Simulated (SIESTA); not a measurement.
**NaF (Villiaumite) under changes of volume**

One of the cells (12.737 Å³/atom); the others are scaled copies at fixed shape and fractional positions:

```
Na F
1.0
     0.00000    2.33536    2.33536
     2.33536    0.00000    2.33536
     2.33536    2.33536    0.00000
Na F
1 1
Direct
  0.00000 0.00000 0.00000
  0.50000 0.50000 0.50000
```

* Program: SIESTA 5.4.2
* Functional: PBEsol
* Potentials or basis: PseudoDojo 0.4 standard (PBEsol files)
* Basis: DZP (energy shift 0.003 Ry; two zetas on semicore shells)
* Grid cutoff: 800 Ry
* Energy shift: 0.003 Ry
* k mesh: 10 × 10 × 10
* Occupations: fermi-dirac, width 0.05 eV
* Spin: no spin polarisation

```tsv
volume (Å³/atom)	energy over the lowest point (meV/atom)	pressure (GPa)	gap on the mesh (eV)
11.738	4.48	2.6	6.43
11.988	1.29	1.4	6.32
12.237	0.00	0.2	6.21
12.737	2.29	-1.6	6.00
12.987	5.46	-2.4	5.90
13.236	?	?	?
```

Problem. What does the run at 13.236 Å³/atom give?

Solution. Energy over the lowest point 9.76 meV/atom; pressure -3.1 GPa; gap on the mesh 5.80 eV.

Worked out: A Birch-Murnaghan fit of order 3 (a polynomial in V^(-2/3)) to the other rows has its minimum at 12.30 Å³/atom with B0 = V·E''(V) = 51 GPa and B' = 5.4. It gives 9.75 meV/atom at 13.236 Å³/atom, against the run's 9.76, and -dE/dV = -3.1 GPa, against -3.1. A straight line through the other rows of the gap, of slope -5.25 eV per unit of ln V (its deformation potential), extrapolates to 5.80 eV, against the run's 5.80.

Energies are extrapolated to zero smearing.

Caveats: the basis of atomic orbitals isn't converged, which shifts pressures, moduli and gaps.

A mesh can miss the band edges.
